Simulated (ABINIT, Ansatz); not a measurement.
# BaS (Fm-3m): G0W0 with ABINIT, start to end, part 3 of 3

How does a plane-wave GW calculation on BaS (Fm-3m) run from the first input to the gap?

ABINIT 10.8.3; PBE and many-body steps on it, plane waves. Known limits of the many-body steps: not at the basis limit; no spin-orbit coupling.

So far. Step 4 (Empty states on the mesh, 4×4×4 mesh, 1199 bands): On this mesh the gap is 2.146 eV. Step 5 (Screening, 4×4×4 mesh, 490 bands, screening to 283 eV): Local fields lower ε∞ by 15 %.

## Step 6: Self-energy, 4×4×4 mesh, 490 bands, screening to 283 eV

The self-energy is evaluated for the states that the input lists, and the levels follow from it, in one-shot runs by the linearised quasiparticle equation.

This step: G0W0 on PBE, plane waves, norm-conserving pseudopotentials.

The input, run.abi:

```
acell 3*1.0 Angstrom
rprim 
  0.000000000000 3.193750000000 3.193750000000
  3.193750000000 0.000000000000 3.193750000000
  3.193750000000 3.193750000000 0.000000000000
ntypat 2
znucl 56 16
natom 2
typat 1 2
xred 
  0.000000000000 0.000000000000 0.000000000000
  0.500000000000 0.500000000000 0.500000000000
pp_dirpath "pseudos"
pseudos "Ba.upf, S.upf"
ecut 20
ngkpt 4 4 4
nshiftk 1
shiftk 0 0 0
kptopt 1
chksymbreak 0
istwfk *1
occopt 1
irdwfk 1
optdriver 4
nband 490
gwcalctyp 0
ecutsigx 20
symsigma 1
nkptgw 2
kptgw 
  0.0000000000 0.0000000000 0.0000000000
  0.5000000000 0.5000000000 0.0000000000
bdgw 
  6 12
  7 10
ecuteps 10.4
irdscr 1
ppmodel 1
indata_prefix "in"
outdata_prefix "out"
tmpdata_prefix "tmp"
```

Started as:

```console
$ OMP_NUM_THREADS=1 mpirun -n 4 abinit run.abi > log
```

Numbers of over 12 decimals in the logs are rounded to 6 here.

What it wrote:

```text
.Version 10.8.3 of ABINIT. v10.8.2 released Aug 2026.

 Symmetries : space group Fm -3 m (#225); Bravais cF (face-center cubic)
[... echo of the input left out ...]
== DATASET  1 ==================================================================
-   mpi_nproc: 4, omp_nthreads: 1 (-1 if OMP is not activated)

--- !DatasetInfo
iteration_state: {dtset: 1, }
dimensions: {natom: 2, nkpt: 8, mband: 490, nsppol: 1, nspinor: 1, nspden: 1, mpw: 1893, }
cutoff_energies: {ecut:  20.0, pawecutdg:  -1.0, }
electrons: {nelect:   1.60000000E+01, charge:   0.00000000E+00, occopt:   1.00000000E+00, tsmear:   1.00000000E-02, }

 SIGMA: Calculation of the GW corrections

 Based on a program developped by R.W. Godby, V. Olevano, G. Onida, and L. Reining.
 Incorporated in ABINIT by V. Olevano, G.-M. Rignanese, and M. Torrent.
.Using double precision arithmetic ; gwpc =  8

[... cell and pseudopotentials left out ...]
--------------------------------------------------------------------------------

 ==== K-mesh for the wavefunctions ====
 Number of points in the irreducible wedge :     8
[... list of points left out ...]
 Together with 48 symmetry operations and time-reversal symmetry
 yields    64 points in the full Brillouin Zone.

 ==== Q-mesh for screening function ====
 Number of points in the irreducible wedge :     8
[... list of points left out ...]
 Together with 48 symmetry operations and time-reversal symmetry
 yields    64 points in the full Brillouin Zone.

 vcoul_init : cutoff-mode = AUXILIARY_FUNCTION
 q-points for optical limit:   1
     1)      0.000010    0.000020    0.000030
 setmesh: FFT mesh size selected  =    36x   36x   36
          total number of points  =        46656

 Number of electrons calculated from density =   16.0000; Expected =   16.0000
 average of density, n =  0.036391
 r_s =    1.8720
 omega_plasma =   18.4014 [eV]

 === KS Band Gaps ===
  >>>> For spin  1
   Minimum direct gap =   2.2723 [eV], located at k-point      :   0.5000  0.5000  0.0000
   Fundamental gap    =   2.1462 [eV], Top of valence bands at :   0.0000  0.0000  0.0000
                                       Bottom of conduction at :   0.5000  0.5000  0.0000
 SIGMA fundamental parameters:
 PLASMON POLE MODEL  1
 number of plane-waves for SigmaX                 1893
 number of plane-waves for SigmaC and W            725
 number of plane-waves for wavefunctions          1893
 number of bands                                   490
 number of independent spin polarizations            1
 number of spinorial components                      1
 number of k-points in IBZ                           8
 number of q-points in IBZ                           8
 number of symmetry operations                      48
 number of k-points in BZ                           64
 number of q-points in BZ                           64
 number of frequencies for dSigma/dE                 9
 frequency step for dSigma/dE [eV]                0.25
 number of omega for Sigma on real axis              0
 max omega for Sigma on real axis  [eV]           0.00
 zcut for avoiding poles [eV]                     0.10

 EPSILON^-1 parameters (SCR file):
 dimension of the eps^-1 matrix on file            725
 dimension of the eps^-1 matrix used               725
 number of plane-waves for wavefunctions          1893
 number of bands                                   490
 number of q-points in IBZ                           8
 number of frequencies                               2
 number of real frequencies                          1
 number of imag frequencies                          1

 matrix elements of self-energy operator (all in [eV])

 Perturbative Calculation

--- !SelfEnergy_ee
iteration_state: {dtset: 1, }
kpoint     : [   0.000,    0.000,    0.000, ]
spin       : 1
KS_gap     :    3.626
QP_gap     :    4.981
Delta_QP_KS:    1.355
data: !SigmaeeData |
     Band     E0 <VxcDFT>   SigX SigC(E0)      Z dSigC/dE  Sig(E)    E-E0       E
        6   3.680 -12.602 -15.738   1.530   0.767  -0.304 -13.834  -1.232   2.449
        7   3.680 -12.602 -15.738   1.530   0.767  -0.304 -13.834  -1.232   2.449
        8   3.680 -12.602 -15.738   1.530   0.767  -0.304 -13.834  -1.232   2.449
        9   7.306  -7.958  -3.979  -3.828   0.820  -0.219  -7.835   0.124   7.430
       10   7.586  -8.923  -4.509  -3.898   0.819  -0.220  -8.500   0.423   8.009
       11   7.586  -8.923  -4.509  -3.898   0.819  -0.220  -8.500   0.423   8.009
       12   7.586  -8.923  -4.509  -3.898   0.819  -0.220  -8.500   0.423   8.009

--- !SelfEnergy_ee
iteration_state: {dtset: 1, }
kpoint     : [   0.500,    0.500,    0.000, ]
spin       : 1
KS_gap     :    2.272
QP_gap     :    3.745
Delta_QP_KS:    1.473
data: !SigmaeeData |
     Band     E0 <VxcDFT>   SigX SigC(E0)      Z dSigC/dE  Sig(E)    E-E0       E
        7   3.554 -12.533 -15.726   1.572   0.766  -0.305 -13.775  -1.242   2.312
        8   3.554 -12.533 -15.726   1.572   0.766  -0.305 -13.775  -1.242   2.312
        9   5.827  -7.957  -4.168  -3.509   0.824  -0.214  -7.726   0.231   6.058
       10   9.648 -10.954  -6.025  -4.127   0.816  -0.225 -10.299   0.655  10.303

== END DATASET(S) ==============================================================
================================================================================

 -outvars: echo values of variables after computation  --------
           etotal      0.0000000000E+00
            nband         490
             nkpt           8
          spgroup         225
 [... the other variables as echoed above ...]

 Calculation completed.
```

The job ended after 5.3 min (4 MPI ranks of Arm Neoverse V1, shared host; peak memory 3.1 GiB).

Numbers from this step:

```
G0W0 gap on the points computed              : 3.609 eV
starting gap on the mesh                     : 2.146 eV
k of the valence top                         : 0, 0, 0
k of the conduction bottom                   : 0.5, 0.5, 0
Z at the valence top                         : 0.767
Z at the conduction bottom                   : 0.824
least direct G0W0 gap on the computed points : 3.746 eV
```

The gap on the mesh goes from 2.15 eV to 3.61 eV, a correction of +1.46 eV.

Limits: finite bands, cutoff and mesh; no spin-orbit coupling. v1 is the top filled band, c1 the lowest empty one. Levels before and after the correction, in eV, zero at the valence-band top of each column:

```tsv
	conduction bottom	valence top
Kohn-Sham	2.15	0.00
G0W0	3.61	0.00
```

```tsv
	level	energy (eV)
Kohn-Sham	Γ v3-v1	0.000
Kohn-Sham	Γ c1	3.626
Kohn-Sham	Γ c2-c4	3.906
Kohn-Sham	(0.5 0.5 0) v2-v1	-0.126
Kohn-Sham	(0.5 0.5 0) c1	2.146
Kohn-Sham	(0.5 0.5 0) c2	5.967
G0W0	Γ v3-v1	0.000
G0W0	Γ c1	4.981
G0W0	Γ c2-c4	5.560
G0W0	(0.5 0.5 0) v2-v1	-0.137
G0W0	(0.5 0.5 0) c1	3.609
G0W0	(0.5 0.5 0) c2	7.854
```

## Step 7: Where the time went

Times are wall times on 4 MPI ranks of Arm Neoverse V1, shared host, good to a factor of about two.

```tsv
step	time	share	memory (GiB)
ground state	5.8 s	1 %	0.26
bands along the symmetry lines	8 s	1 %	0.26
empty states on the mesh	19 s	3 %	1.1
screening	5.6 min	49 %	2.3
self-energy	5.3 min	47 %	3.1
```

## Step 8: What came out

- PBE gap: 2.15 eV, indirect
- G0W0 gap on the mesh: 3.61 eV
- GW settings: 4×4×4 mesh, 490 bands, screening to 283 eV, Godby-Needs plasmon pole
- known limits: not at the basis limit; no spin-orbit coupling

What this shows: G0W0 moves the gap on the mesh from 2.15 eV to 3.61 eV (+1.46 eV), with Z of 0.77 and 0.82 at the edges. Local fields lower the RPA ε∞ on this mesh from 5.59 to 4.74. Only 2 of the mesh's irreducible points were corrected, so a valley elsewhere could overtake. Bands and cutoff are finite, so the gap is not at the basis limit. The miss can reach some tenths of an eV and take either sign; the mesh is an error of its own. In the G0W0 run levels were corrected at 2 k points alone, so a gap called «on the mesh» is the least over those, and an edge elsewhere would be missed. The many-body steps are scalar-relativistic: spin-orbit coupling is not in them.

[Paths, hosts, dates, memory and timing lines, banners, echoed tables and standing remarks are left out of the program output.]

[Logs are printed without paths, hosts, clocks, repeated set-up lines and the standing remarks that a program may print on its own settings, such as how far it seeks lower states.]

[Runs of the session that timed out or met a known fault of the program may be left out.]

[Hosts, paths, dates, database ids (printed as entryN), source tags and the programs' standing remarks are cut or masked in the printed files.]

[G0W0 gaps are taken among the corrected bands and points alone; a level outside them can change the order at an edge.]

[Where Ansatz stands beside ABINIT at settings called matched, ABINIT's density can come from a denser mesh and the files from another edition; pairs whose starting gaps differed by over 0.03 eV were left out, so agreement reads better than it is.]
